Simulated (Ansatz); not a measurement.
Crystal: WS2.

```xyz
3
Lattice="1.5790 0.9116 6.1633 -1.5790 0.9116 6.1633 0.0000 -1.8233 6.1633" Properties=species:S:1:pos:R:3 pbc="T T T"
W     0.0000    0.0000    0.0000
S     0.0000    0.0000   13.8730
S     0.0000    0.0000   10.7427
```

Measurements of this composition are mostly on another form, of space group No. 194.

Base run:

| Item | Value |
| --- | --- |
| Program | Ansatz 0.2.0 |
| Functional | r2SCAN |
| Potentials or basis | Ansatz PAW |
| Cutoff | 500 eV |
| Density cutoff | 2000 eV |
| k mesh | 7 × 7 × 7 |
| Occupations | gaussian, width 0.05 eV |
| Spin | collinear spin, ferromagnetic start |
| Starting moments | [0.5, 0.0, 0.0] μB |

Its results: band gap on the k mesh 1.25 eV, indirect (least direct gap 2.45 eV); pressure 2.6 GPa; net moment 0.00 μB per cell; largest force 0.621 eV/Å.

**Question.** The run is repeated on the same cell with these changes: functional from r2SCAN to PBEsol; cutoff from 500 eV to 420 eV; density cutoff from 2000 eV to 1680 eV. What comes out?

**Answer.** Band gap on the k mesh 1.09 eV, indirect (least direct gap 2.30 eV); pressure -0.6 GPa; net moment 0.00 μB per cell; largest force 0.600 eV/Å.

r2SCAN gives the wider gap, since meta-GGAs in the generalised Kohn-Sham scheme recover part of the derivative discontinuity.

Caveats: odd divisions of the mesh miss points on the zone boundary, where band edges often lie, so the gap on the mesh can be too wide; spin-orbit coupling is left out, which moves the levels of the heavy elements; the PAW data sets come from PBE, with cores solved anew for the run's functional, which leaves a small shift of forces and pressure; the magnetic or orbital state may not be the lowest (some runs).

A k mesh can miss the band edges.

Not every run made on this cell is shown here.
